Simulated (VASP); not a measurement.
# ZnS (Wurtzite-2H) (P6_3mc) in VASP: further runs, part 2 of 2

VASP 6.6.1. Earlier steps stand in the parts before.

### Step 5. Relaxation of cell and atoms, RPBE

This run uses another cell than the first one, of 19.60 Å³/atom, 0.935 times its volume.

INCAR reads:

```
ALGO = Normal ; EDIFF = 1E-6
EDIFFG = -0.03 ; ENCUT = 600
GGA = RP ; IBRION = 2
ISIF = 3 ; ISMEAR = 0
LASPH = T ; LCHARG = F
LREAL = F ; LWAVE = F
NELM = 60 ; NSW = 60
PREC = Accurate ; SIGMA = 0.01
```

KPOINTS reads:

```
k-points
0
Gamma
  6 6 4
```

POSCAR reads:

```
ZnS
1.0
    3.8110000000      0.0000000000      0.0000000000
   -1.9055000000      3.3004228138      0.0000000000
    0.0000000000      0.0000000000      6.2340000000
Zn S
2 2
Direct
    0.3333333333      0.6666666667      0.0000000000
    0.6666666667      0.3333333333      0.5000000000
    0.3333333333      0.6666666667      0.3850000000
    0.6666666667      0.3333333333      0.8850000000
```

Potentials or basis: VASP PAW PBE potentials, release 64 (Zn, S).

Run with:

```console
cat potpaw_PBE.64/Zn/POTCAR potpaw_PBE.64/S/POTCAR > POTCAR
mpirun -np 1 vasp_std > vasp.out
```

OUTCAR:

```text
EDIFF = 1E-6
   EDIFFG = -0.03
   ENCUT = 600
   GGA = RP
   IBRION = 2
   ISIF = 3
   ISMEAR = 0
   LASPH = T
   LREAL = F
   NELM = 60
   NSW = 60
   PREC = Accurate

 ion  position               nearest neighbor table
   1  0.333  0.667  0.000-   4 2.31   4 2.31   4 2.31   3 2.40
   2  0.667  0.333  0.500-   3 2.31   3 2.31   3 2.31   4 2.40
   3  0.333  0.667  0.385-   2 2.31   2 2.31   2 2.31   1 2.40
   4  0.667  0.333  0.885-   1 2.31   1 2.31   1 2.31   2 2.40

  LATTYP: Found a hexagonal cell.
 ALAT       =     3.8110000000
 C/A-ratio  =     1.6357911309

  Lattice vectors:

 A1 = (   3.8110000000,   0.0000000000,   0.0000000000)
 A2 = (  -1.9055000000,   3.3004228138,   0.0000000000)
 A3 = (   0.0000000000,   0.0000000000,   6.2340000000)

Analysis of symmetry for initial positions (statically):
=====================================================================
 Subroutine PRICEL returns:
 Original cell was already a primitive cell.

 Routine SETGRP: Setting up the symmetry group for a
 hexagonal supercell.

 Subroutine GETGRP returns: Found 12 space group operations
 (whereof  6 operations were pure point group operations)
 out of a pool of 24 trial point group operations.

The static configuration has the point symmetry C_3v.
 The point group associated with its full space group is C_6v.

Analysis of symmetry for dynamics (positions and initial velocities):
=====================================================================
 Subroutine PRICEL returns:
 Original cell was already a primitive cell.

 Routine SETGRP: Setting up the symmetry group for a
 hexagonal supercell.

 Subroutine GETGRP returns: Found 12 space group operations
 (whereof  6 operations were pure point group operations)
 out of a pool of 24 trial point group operations.

The dynamic configuration has the point symmetry C_3v.
 The point group associated with its full space group is C_6v.

 Subroutine INISYM returns: Found 12 space group operations
 (whereof  6 operations are pure point group operations),
[... 104 lines left out ...]
   POTIM  = 0.5000    time-step for ionic-motion
   TEBEG  =    0.0;   TEEND  =   0.0 temperature during run
   PSTRESS=    0.0 pullay stress
   NELECT =      36.0000    total number of electrons
   NUPDOWN=      -1.0000    fix difference up-down
   EMIN   =  10.00;   EMAX   =-10.00  energy-range for DOS
   EFERMI =   0.00;   METHOD = LEGACY
   ISMEAR =     0;   SIGMA  =   0.01  broadening in eV -4-tet -1-fermi 0-gaus
   EFERMI_NEDOS =   21; number of points for ismear=-14 and -15
   IALGO  =     38    algorithm
   IMIX   =      4    mixing-type and parameters
     AMIX     =   0.40;   BMIX     =  1.00
     AMIX_MAG =   1.60;   BMIX_MAG =  1.00
  volume/ion in A,a.u.               =      19.60       132.29
  Fermi-wavevector in a.u.,A,eV,Ry     =   1.262943  2.386617 21.701647  1.595026
  Thomas-Fermi vector in A             =   2.396326
   LORBIT       =      0    0 simple, 1 ext, 2 COOP (PROOUT), +10 PAW based schemes
   GGA     = RP    functional components
   LHFCALC =     F    Hartree Fock is set to
   AEXX    =    0.0000 exact exchange contribution
   IVDW    =     0    specifies the selected vdW correction
   LEPSILON=     F    determine dielectric tensor
   LRPA    =     F    only Hartree local field effects (RPA)
 conjugate gradient relaxation of ions
 non-spin polarized calculation
 Gauss-broadening in eV      SIGMA  =   0.01
  energy-cutoff  :      600.00
  volume of cell :       78.41
 maximum number of plane-waves:      2647
   NGX = 15   NGY = 15   NGZ = 25

--------------------------------------- Ionic step        1  -------------------------------------------

 number of electron      36.0000045 magnetization

 Free energy of the ion-electron system (eV)
  ---------------------------------------------------
  ext. energy  EPLUGINS =         0.00000000
  ---------------------------------------------------
  free energy    TOTEN  =       -12.29578391 eV

  energy without entropy =      -12.29578391  energy(sigma->0) =      -12.29578391

------------------------ aborting loop because EDIFF is reached ----------------------------------------

  FORCE on cell =-STRESS in cart. coord.  units (eV):
  Direction    XX          YY          ZZ          XY          YZ          ZX
  --------------------------------------------------------------------------------------
  -------------------------------------------------------------------------------------
  Total        2.8657142      2.8657142      1.7520750      0.0000000      0.0000000      0.0000000
  in kB       58.5555597     58.5555597     35.8004058      0.0000000      0.0000000      0.0000000
  external PRESSURE =      50.9705084 kB  Pullay stress =       0.0000000 kB
[... 253 lines left out ...]
--------------------------------------- Ionic step        8  -------------------------------------------

 number of electron      36.0000001 magnetization

 Free energy of the ion-electron system (eV)
  ---------------------------------------------------
  ext. energy  EPLUGINS =         0.00000000
  ---------------------------------------------------
  free energy    TOTEN  =       -12.39814277 eV

  energy without entropy =      -12.39814277  energy(sigma->0) =      -12.39814277

 E-fermi :   1.7414     XC(G=0):  -9.1038

 val. band max:        1.6868999820   @ k =   0.0000   0.0000   0.0000
 cond. band min:       3.7732067424   @ k =   0.0000   0.0000   0.0000
 fundamental gap:      2.0863067605
 Fermi energy:         1.7414400676

 k-point     1 :       0.0000    0.0000    0.0000
  band No.  band energies     occupation
      1     -11.0490      2.00000
      2     -10.2360      2.00000
      3      -4.3841      2.00000
      4      -4.3767      2.00000
      5      -4.3767      2.00000
      6      -4.3044      2.00000
[... 545 lines left out ...]
  FREE ENERGIE OF THE ION-ELECTRON SYSTEM (eV)
  ---------------------------------------------------
  free  energy   TOTEN  =       -12.3981427718 eV

  energy  without entropy=      -12.3981427718  energy(sigma->0) =      -12.39814277

 reached required accuracy - stopping structural energy minimisation
```

OSZICAR:

```text
N       E                     dE             d eps       ncg     rms          rms(c)
DAV:   1     0.253796120762E+03    0.25380E+03   -0.19053E+04   924   0.219E+03
DAV:   2     0.107946638409E+02   -0.24300E+03   -0.23759E+03   972   0.410E+02
DAV:   3    -0.125641260730E+02   -0.23359E+02   -0.23260E+02  1104   0.125E+02
DAV:   4    -0.131091254955E+02   -0.54500E+00   -0.54434E+00  1086   0.196E+01
[... 70 lines left out ...]
DAV:   2    -0.124001053964E+02    0.34049E-02   -0.10281E-02  1116   0.172E+00    0.281E-01
DAV:   3    -0.123982966541E+02    0.18087E-02   -0.21129E-03  1084   0.544E-01    0.120E-01
DAV:   4    -0.123981341861E+02    0.16247E-03   -0.89394E-04  1002   0.258E-01    0.249E-02
DAV:   5    -0.123981418858E+02   -0.76997E-05   -0.14704E-04  1056   0.130E-01    0.187E-02
DAV:   6    -0.123981427718E+02   -0.88603E-06   -0.80929E-06  1152   0.444E-02
   8 F= -.12398143E+02 E0= -.12398143E+02  d E =-.538076E-03
```

Run time: 3.6 min. Hardware: 1 thread of Intel Xeon Platinum 8375C at 2.90GHz (Ice Lake), shared host; peak memory 0.23 GiB.

What came out:

| Quantity | Value |
| --- | --- |
| Free energy | -12.3981 eV |
| Relaxed volume | 20.98 Å³/atom |
| Relaxed cell | a = 3.896 Å, b = 3.896 Å, c = 6.382 Å, α = 90.00°, β = 90.00°, γ = 120.00° |
| Space group after relaxing (to 0.05 Å) | P6_3mc (No. 186) |
| Energy gained by relaxing | 25.6 meV/atom |
| Ionic steps | 8 |
| Pressure after relaxing | 0.0 GPa |
| Largest force after relaxing | 0.004 eV/Å |
| Band gap on the k mesh | 2.09 eV, direct |

Forces in eV/Å, atoms in the order of the input:
```
Zn   0.000  0.000  0.004
Zn   0.000  0.000  0.004
S    0.000  0.000 -0.004
S    0.000  0.000 -0.004
```

Step by step:
```tsv
step	energy change (eV)	largest force (eV/Å)	pressure (GPa)	volume (Å³)
1	0.0000	0.3296	5.10	78.41
2	-0.0914	0.0754	-1.18	85.70
3	-0.0970	0.1169	-0.11	84.16
4	-0.0970	0.1136	-0.18	84.28
5	-0.0995	0.0745	-0.17	84.18
6	-0.1018	0.0301	0.05	83.93
7	-0.1018	0.0161	-0.01	83.96
8	-0.1024	0.0044	0.00	83.91
```

Final structure:
```
Zn S
1.0
     3.89619    0.00000    0.00000
    -1.94810    3.37420    0.00000
     0.00000    0.00000    6.38230
Zn S
2 2
Direct
  0.33333 0.66667 0.00499
  0.66667 0.33333 0.50499
  0.33333 0.66667 0.38001
  0.66667 0.33333 0.88001
```

Caveat: the PAW data sets were made with another functional, which shifts forces and pressure a little. Zero-point motion and thermal expansion aren't in these numbers.

### Step 6. Overview

```tsv
task	level	cell	cutoff (eV)	gap on the mesh (eV)	pressure (GPa)
single point	RPBE	a = 3.896, b = 3.896, c = 6.379 Å, angles 90.0, 90.0, 120.0°, 4 atoms	520	2.09	0.1
single point	r2SCAN+rVV10	a = 3.790, b = 3.790, c = 6.224 Å, angles 90.0, 90.0, 120.0°, 4 atoms	520	2.79	0.1
single point	r2SCAN	a = 3.807, b = 3.807, c = 6.246 Å, angles 90.0, 90.0, 120.0°, 4 atoms	520	2.79	0.0
relaxation of cell and atoms	RPBE	relaxed from a = 3.811, b = 3.811, c = 6.234 Å, angles 90.0, 90.0, 120.0°, 4 atoms	600	2.09	0.0
```

Alike in all rows: potentials or basis VASP PAW PBE potentials, release 64 (Zn, S); no spin polarisation; k mesh 6 × 6 × 4; smearing gaussian 0.01 eV.

Caveats: the PAW data sets were made with another functional, which shifts forces and pressure a little.

Absolute energies hang on the potentials; compare differences alone.

### Step 7. Against experiment

Step 2. Measured gap of ZnS: 3.911 eV (direct; 4 K; a printed reference work, monograph). This calculation gives 2.09 eV (-1.82 eV). The value is that of RPBE, without temperature or zero-point motion. Semilocal functionals fall short of measured gaps as a rule.

Step 3. Measured gap of ZnS: 3.911 eV (direct; 4 K; a printed reference work, monograph). This calculation gives 2.79 eV (-1.12 eV). The value is that of r2SCAN+rVV10, without temperature or zero-point motion.

Step 4. A measured gap of ZnS is 3.911 eV (direct; 4 K; a printed reference work, monograph); the calculated 2.79 eV misses it by -1.13 eV. The value is that of r2SCAN, without temperature or zero-point motion.
